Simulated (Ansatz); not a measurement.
# An added Ge started as a split pair with a Ge atom in diamond Ge, 65 atoms, charge −2

The calculation used DFT, PBEsol, PAW, plane waves (Ansatz).

Command:

```sh
ansatz run in.yaml --threads 8 --pin off --max-ram 118750MiB --runs-dir r --events-out ev --progress --plain --backend cuda --devices 0, --max-vram 170GiB
```

The input less its lattice and atoms (starting moments on atoms near the defect: 2 μB in all):

```yaml
crystal:
  symmetry: { detect: false }
kpoints:
  mp_grid: { grid: [1, 1, 1], shift: [0.25, 0.25, 0.25] }
hamiltonian:
  xc: pbesol
total_charge: -2
magnetization:
  spin_polarized: true
scf:
  occupations: { method: fermi_dirac, width: 0.01 }
relax:
  f_tol: 0.03
  max_steps: 80
  escape_saddle: false
  adjacent_minimum: "off"
output:
  forces: true
  eigenvalues: true
  populations: true
  charged_corrections: { epsilon: 16 }
```

Start:

```xyz
65
Lattice="11.3512 0.0000 0.0000 0.0000 11.3512 0.0000 0.0000 0.0000 11.3512" Properties=species:S:1:pos:R:3 pbc="T T T"
Ge   11.3280   11.3426   11.3419
Ge    0.0141    0.0139    5.6595
Ge   11.3215    5.6425    0.0165
Ge    0.0091    5.6842    5.6639
Ge    5.6541   11.3501   11.3392
Ge    5.6804   11.3367    5.6917
Ge    5.6448    5.6490    0.0004
Ge    4.7276    4.7367    5.6816
Ge    1.3884    1.4482    1.4153
Ge    1.4548    1.4126    7.1022
Ge    1.3682    7.0907    1.4082
Ge    1.4226    7.1213    7.0741
Ge    7.0836    1.4078    1.4334
Ge    7.1296    1.3852    7.0708
Ge    7.1011    7.1285    1.4202
Ge    7.1154    7.1035    7.0693
Ge    2.8068    2.8196    0.0430
Ge    2.8229    2.8209    5.6730
Ge    2.8296    8.5227    0.0270
Ge    2.8227    8.5130    5.6896
Ge    8.4813    2.8402    0.0200
Ge    8.5227    2.7951    5.7186
Ge    8.5208    8.5054   11.3436
Ge    8.5091    8.4885    5.7004
Ge    4.2608    4.2594    1.4077
Ge    4.2877    4.2508    7.0511
Ge    4.2469    9.9255    1.4566
Ge    4.2733    9.9467    7.1070
Ge    9.9469    4.2569    1.4196
Ge    9.9321    4.2791    7.1233
Ge    9.9381    9.9504    1.4039
Ge    9.9095    9.9538    7.0736
Ge    2.8371   11.3277    2.8074
Ge    2.8274   11.3469    8.5425
Ge    2.8407    5.6952    2.8637
Ge    2.8130    5.6777    8.4905
Ge    8.5139    0.0222    2.8218
Ge    8.4813    0.0140    8.5156
Ge    8.4865    5.6877    2.8257
Ge    8.5101    5.6949    8.5001
Ge    4.2195    1.4273    4.2487
Ge    4.2536    1.4063    9.9870
Ge    4.2484    7.1047    4.2357
Ge    4.2493    7.1429    9.9563
Ge    9.9379    1.4188    4.2819
Ge    9.9367    1.3798    9.9065
Ge    9.9418    7.1014    4.2643
Ge    9.9388    7.0678    9.9356
Ge    0.0009    2.8702    2.8344
Ge   11.3364    2.8408    8.5383
Ge   11.3402    8.5039    2.8032
Ge   11.3498    8.4772    8.4688
Ge    5.6641    2.8394    2.8159
Ge    5.6640    2.8343    8.5381
Ge    5.6412    8.5145    2.8521
Ge    5.6647    8.5434    8.5176
Ge    1.4069    4.2545    4.2791
Ge    1.4350    4.2715    9.9256
Ge    1.4047    9.9516    4.2595
Ge    1.4344    9.9476    9.9439
Ge    7.0695    4.3012    4.2623
Ge    7.1021    4.2678    9.9293
Ge    7.1107    9.9299    4.2198
Ge    7.0919    9.9187    9.8967
Ge    6.6023    6.6371    5.6873
```

Steps:

```csv
step,energy less the first (eV),largest force component (eV/Å)
start,0.000,48.464
1,-19.965,11.671
2,-23.910,4.084
3,-24.982,1.776
4,-25.447,0.539
5,-25.513,0.167
6,-25.550,0.172
7,-25.563,0.038
8,-25.564,0.010
```

A structure on the way, about -23.91 eV from the start:

```
Ge
1.0
    11.35118    0.00000    0.00000
     0.00000   11.35118    0.00000
     0.00000    0.00000   11.35118
Ge
65
Cartesian
  11.3343 11.3451 11.3399
  0.0050 0.0069 5.6588
  11.3336 5.6444 0.0056
  11.3487 5.6785 5.6673
  5.6598 11.3409 11.3509
  5.6738 11.3437 5.6684
  5.6559 5.6669 11.3504
  4.7767 4.7913 5.3444
  1.3945 1.4317 1.4206
  1.4213 1.4073 7.1229
  1.3908 7.0992 1.4087
  1.4251 7.1036 7.0772
  7.0928 1.4177 1.4217
  7.0995 1.4080 7.0836
  7.0948 7.1205 1.4131
  7.1870 7.1855 7.2814
  2.8166 2.8315 0.0261
  2.8021 2.8001 5.6903
  2.8138 8.5199 0.0223
  2.8273 8.5235 5.6856
  8.4990 2.8221 0.0114
  8.5133 2.8249 5.7036
  8.5146 8.5118 11.3433
  8.5332 8.5187 5.6854
  4.2537 4.2598 1.4190
  4.1983 4.1709 7.2807
  4.2613 9.9400 1.4269
  4.2680 9.9460 7.1020
  9.9361 4.2700 1.4154
  9.9363 4.2721 7.1110
  9.9335 9.9471 1.4144
  9.9284 9.9513 7.0818
  2.8313 11.3437 2.8154
  2.8316 11.3438 8.5338
  2.8330 5.6842 2.8487
  2.8046 5.6796 8.5293
  8.5073 0.0134 2.8220
  8.4928 0.0045 8.5106
  8.4966 5.6794 2.8207
  8.5149 5.6650 8.5409
  4.2373 1.4271 4.2576
  4.2565 1.4097 9.9847
  4.2586 7.1013 4.2784
  4.2423 7.1240 9.9658
  9.9372 1.4298 4.2732
  9.9253 1.4086 9.9285
  9.9335 7.0982 4.2590
  9.9470 7.0813 9.9447
  11.3466 2.8639 2.8360
  11.3399 2.8350 8.5302
  11.3370 8.5046 2.8123
  11.3493 8.4955 8.4930
  5.6660 2.8398 2.8312
  5.6717 2.7996 8.5616
  5.6501 8.5191 2.8325
  5.6468 8.5332 8.5464
  1.4221 4.2574 4.2799
  1.4244 4.2713 9.9496
  1.4123 9.9417 4.2540
  1.4253 9.9353 9.9442
  7.0791 4.2879 4.2973
  7.0998 4.2568 9.9518
  7.1046 9.9262 4.2421
  7.0937 9.9381 9.9272
  6.5641 6.6004 5.3161
```

End:

```xyz
65
Lattice="11.3512 0.0000 0.0000 0.0000 11.3512 0.0000 0.0000 0.0000 11.3512" Properties=species:S:1:pos:R:3 pbc="T T T"
Ge   11.3311   11.3386    0.0201
Ge    0.0012    0.0088    5.6745
Ge   11.3404    5.6727   11.3199
Ge   11.3243    5.6622    5.6839
Ge    5.6651   11.3482   11.3200
Ge    5.6546   11.3319    5.6839
Ge    5.6645    5.6720   11.3493
Ge    4.7677    4.7752    4.8245
Ge    1.4112    1.4186    1.4506
Ge    1.3720    1.3796    7.1652
Ge    1.3766    7.1066    1.4263
Ge    1.3919    7.0773    7.1481
Ge    7.0985    1.3845    1.4270
Ge    7.0701    1.3993    7.1482
Ge    7.0902    7.0979    1.4465
Ge    7.0840    7.0915    7.1281
Ge    2.8167    2.8245    0.0154
Ge    2.7828    2.7905    5.8090
Ge    2.8302    8.5169    0.0505
Ge    2.7582    8.5319    5.7376
Ge    8.5091    2.8375    0.0509
Ge    8.5244    2.7661    5.7379
Ge    8.4827    8.4903   11.3508
Ge    8.5803    8.5879    5.8299
Ge    4.2604    4.2681    1.4246
Ge    4.2553    4.2622    7.1877
Ge    4.2591    9.9954    1.4330
Ge    4.2515    9.9403    7.1257
Ge    9.9879    4.2664    1.4330
Ge    9.9333    4.2590    7.1261
Ge    9.9178    9.9253    1.4310
Ge   10.0005   10.0079    7.1697
Ge    2.8322    0.0189    2.8625
Ge    2.8131   11.3248    8.5447
Ge    2.7750    5.6420    2.8237
Ge    2.8277    5.6742    8.5588
Ge    8.5165   11.3448    2.8470
Ge    8.5061    0.0071    8.5554
Ge    8.5859    5.7177    2.8381
Ge    8.4876    5.6509    8.5212
Ge    4.2311    1.4314    4.3344
Ge    4.2406    1.4280    9.9456
Ge    4.1248    7.2429    4.1857
Ge    4.2496    7.1178    9.9783
Ge    9.9432    1.4240    4.2778
Ge    9.9215    1.4344    9.9877
Ge    9.9501    7.1662    4.3364
Ge    9.9081    7.1001    9.9362
Ge    0.0111    2.8393    2.8625
Ge   11.3175    2.8206    8.5450
Ge   11.3374    8.5244    2.8471
Ge   11.3508    8.5134    8.5553
Ge    5.6345    2.7838    2.8249
Ge    5.6668    2.8346    8.5591
Ge    5.7098    8.5930    2.8385
Ge    5.6435    8.4952    8.5213
Ge    1.4236    4.2386    4.3341
Ge    1.4207    4.2487    9.9455
Ge    1.4167    9.9512    4.2778
Ge    1.4266    9.9290    9.9875
Ge    7.2363    4.1335    4.1862
Ge    7.1103    4.2569    9.9783
Ge    7.1583    9.9575    4.3364
Ge    7.0926    9.9159    9.9364
Ge    6.5972    6.6046    4.7538
```

The calculation finished and met its thresholds.

Time: 13 s of wall time on one NVIDIA GB200 with 8 processor threads, on a host shared with other runs; peak host memory 2.1 GiB.

Question: How much energy did the relaxation gain, and which atom moved most?

Answer: 25.56 eV in 8 steps, from a start with small random displacements (neighbours that lie too close to an added atom are first pushed off); atom 65 (Ge) moved 0.93 Å, the median atom 0.05 Å (drift of the whole cell removed).

The moment started at 2 μB and ended at 0.0 μB; no other spin state is shown. The program warned that the state may not be the lowest. The one k point has no symmetry partners, which can distort the end along one axis.
